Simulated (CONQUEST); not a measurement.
W under changes of volume

One of the cells (15.848 Å³/atom); the others are scaled copies at fixed shape and fractional positions:

```
CELL_PARAMETERS angstrom
3.16469 0.00000 0.00000
0.00000 3.16469 0.00000
0.00000 0.00000 3.16469
ATOMIC_POSITIONS crystal
W 0.00000 0.00000 0.00000
W 0.50000 0.50000 0.50000
```

```yaml
Program: CONQUEST 1.3
Functional: PBEsol
Potentials_or_basis: PseudoDojo NC PBEsol, DZP, grid of 32 × 32 × 32 points
k_mesh: 7 × 7 × 7
Occupations: fermi-dirac, width 0.05 eV
Spin: no spin polarisation
```

```tsv
volume (Å³/atom)	energy over the lowest point (meV/atom)	pressure (GPa)
14.897	75.07	25.0
15.214	34.69	16.2
15.531	10.14	8.4
15.848	0.00	1.5
16.165	2.41	-4.4
16.482	17.15	-10.3
16.798	?	?
```

Task: What does the run at 16.798 Å³/atom give?

Result: Energy over the lowest point 42.89 meV/atom; pressure -15.5 GPa.

Worked out: A Birch-Murnaghan fit of order 3 (a polynomial in V^(-2/3)) to the other rows has its minimum at 15.94 Å³/atom with B0 = V·E''(V) = 322 GPa and B' = 3.7. It gives 42.34 meV/atom at 16.798 Å³/atom, against the run's 42.89, and -dE/dV = -15.3 GPa, against -15.5.

Energies are extrapolated to zero smearing.

Caveats: the basis of atomic orbitals isn't converged, which shifts pressures, moduli and gaps.
